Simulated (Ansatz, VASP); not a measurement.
## One calculation of Al, two programs

File INCAR:

```
SYSTEM = Al
  ALGO = Fast
  EDIFF = 1E-6
  ENCUT = 520
  GGA = PE
  ISIF = 2
  ISMEAR = 0
  LASPH = .True.
  LCHARG = .False.
  LREAL = .False.
  LWAVE = .False.
  NBANDS = 22
  NELM = 80
  PREC = Accurate
  SIGMA = 0.2
```

The input KPOINTS:

```
k-points
0
Gamma
  12 12 2
  0 0 0
```

The input POSCAR:

```
Al
1.0
    2.8546073076      0.0000000000      0.0000000000
   -1.4273036538      2.4721624462      0.0000000000
    0.0000000000      0.0000000000     18.7705581333
Al
8
Direct
    0.0000000000      0.0000000000      0.2500000000
    0.0000000000      1.0000000000      0.7500000000
    0.6666666667      0.3333333333      0.3750000000
    0.6666666667      0.3333333333      0.8750000000
    0.0000000000      0.0000000000      0.0000000000
    0.0000000000      0.0000000000      0.5000000000
    0.3333333333      0.6666666667      0.1250000000
    0.3333333333      0.6666666667      0.6250000000
```

Input for Ansatz:

```yaml
crystal:
  lattice:
    - [2.8546073076, 0.0, 0.0]
    - [-1.4273036538, 2.4721624462, 0.0]
    - [0.0, 0.0, 18.7705581333]
  atoms:
    - { symbol: Al, position: [0.0, 0.0, 0.25] }
    - { symbol: Al, position: [0.0, 1.0, 0.75] }
    - { symbol: Al, position: [0.6666666667, 0.3333333333, 0.375] }
    - { symbol: Al, position: [0.6666666667, 0.3333333333, 0.875] }
    - { symbol: Al, position: [0.0, 0.0, 0.0] }
    - { symbol: Al, position: [0.0, 0.0, 0.5] }
    - { symbol: Al, position: [0.3333333333, 0.6666666667, 0.125] }
    - { symbol: Al, position: [0.3333333333, 0.6666666667, 0.625] }
basis:
  ecutwfc: 420
kpoints:
  mp_grid: { grid: [12, 12, 2] }
hamiltonian:
  xc: pbe
scf:
  occupations: { method: gaussian, width: 0.2 }
  lower_state_search: "off"
output:
  forces: true
  stress: true
  eigenvalues: true
```

Alike in both runs: task single point; functional PBE; k mesh 12 × 12 × 2; occupations gaussian, width 0.2 eV; no spin polarisation.

```csv
,VASP,Ansatz
version,VASP 6.6.1,Ansatz 0.2.0
potentials or method,"VASP PAW PBE potentials, release 64 (Al)","scalar-relativistic, plane waves, PAW"
plane-wave cutoff (eV),520,420
valence electrons in the cell,24,24
```

|  | VASP | Ansatz | Ansatz less VASP |
| --- | --- | --- | --- |
| gap on the k mesh at the Fermi level (eV) | none | none | - |
| pressure (GPa) | 0.0 | 0.0 | +0.04 |
| largest component of the traceless stress (GPa) | 0.64 | 0.64 | +0.004 |

A gap of «none» marks a metal or a gap that the smearing closes. With one functional, cell and mesh, what is left measures potentials, basis and numerics.
